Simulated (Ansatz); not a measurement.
## Pb: the change of pressure with volume scale

Periodic Kohn-Sham DFT of a crystal at fixed atoms, scaled to volume_scale times the given cell; pressure positive in compression, energy less spherical unpolarised free atoms, largest_vzz the field gradient of largest size among the nuclei. The results are calculated, by Ansatz 0.2.0.

The cell before it is scaled or strained (space group Pm-3m, No. 221):
```
CELL_PARAMETERS angstrom
3.25590 0.00000 0.00000
0.00000 3.25590 0.00000
0.00000 0.00000 3.25590
ATOMIC_POSITIONS crystal
Pb 0.00000 0.00000 0.00000
```

Settings of every row: method frozen-core PAW; functional PBE; relativity scalar; k mesh 11x11x11; filling fermi-dirac; smearing width 0.08 eV; wave cutoff 420 eV; paw set soft_2.

Atom start moment: 0 on all atoms.

Limits: no spin-orbit coupling on heavy atoms; the cell comes from a prototype or a list of computed structures and needn't be the stable phase.

```csv
row,volume scale,V (Å³/atom),pressure (GPa)
1,0.95,32.79,2.01
2,0.975,33.653,?
3,1,34.517,-0.031
4,1.025,35.378,-0.847
5,1.05,36.241,-1.551
```

Question: what pressure should row 2 give?

Worked fit of pressure. Take u = (V_r/V)^(2/3) − 1 with V_r = 34.948 Å³ an atom, which is twice the finite (Eulerian) strain; such expansions in the strain, on which the Birch-Murnaghan equation of state is built, carry the rest volume and the bulk modulus. The shown rows have u = 0.04341, 0.00831, -0.00812, -0.02393. Least squares give pressure = −0.4548 + 49.7 × u + 163.06 × u² GPa; a straight line predicts inner rows, each left out in turn, worse (root mean square 0.11 against 0.0013 GPa). The rows lie off it by 0.000, 0.000, 0.001, 0.000. The pressure vanishes at u = 0.0089, or V = 34.49 Å³ an atom, and there the bulk modulus at fixed shape and fractions is B = −V dP/dV = (2/3)(1 + u) dP/du = 35.4 GPa. The withheld row has u = 0.02549, so the fit gives −0.4548 + 49.7 × (0.02549) + 163.06 × (0.02549)² = 0.918 GPa.

The calculation gave 0.914 GPa. The fit lies 0.004 GPa (0.11 % of the column's range) above it; its largest miss of a shown row is 0.001 GPa.
